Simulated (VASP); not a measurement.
**MgS under changes of volume**

One of the cells (22.645 Å³/atom); the others are scaled copies at fixed shape and fractional positions:

```
CELL_PARAMETERS angstrom
0.00000 2.82914 2.82914
2.82914 0.00000 2.82914
2.82914 2.82914 0.00000
ATOMIC_POSITIONS crystal
S 0.25000 0.25000 0.25000
Mg 0.00000 0.00000 0.00000
```

The cell comes from a database or a generator and needn't be the stable form of this composition.

- Program: VASP 6.6.1
- Functional: HSE06
- Potentials or basis: VASP PAW PBE potentials, release 64 (S, Mg)
- Cutoff: 520 eV
- k mesh: 6 × 6 × 6
- Occupations: gaussian, width 0.02 eV
- Spin: no spin polarisation

```csv
volume (Å³/atom),energy over the lowest point (meV/atom),pressure (GPa),gap on the mesh (eV)
21.739,7.26,2.6,4.76
22.192,1.75,1.2,4.65
22.645,0.00,0.0,4.54
23.097,?,?,?
23.550,6.37,-2.2,4.33
```

Problem. What does the run at 23.097 Å³/atom give?

Solution. Energy over the lowest point 1.65 meV/atom; pressure -1.2 GPa; gap on the mesh 4.44 eV.

Worked out: A Birch-Murnaghan fit of order 2 (a polynomial in V^(-2/3)) to the other rows has its minimum at 22.64 Å³/atom with B0 = V·E''(V) = 60 GPa. It gives 1.65 meV/atom at 23.097 Å³/atom, against the run's 1.65, and -dE/dV = -1.1 GPa, against -1.2. A straight line through the other rows of the gap, of slope -5.38 eV per unit of ln V (its deformation potential), gives 4.43 eV, against the run's 4.44.

Energies are extrapolated to zero smearing.

Caveats: the PAW data sets were made with another functional, which shifts forces and pressure a little.

A mesh can miss the band edges.
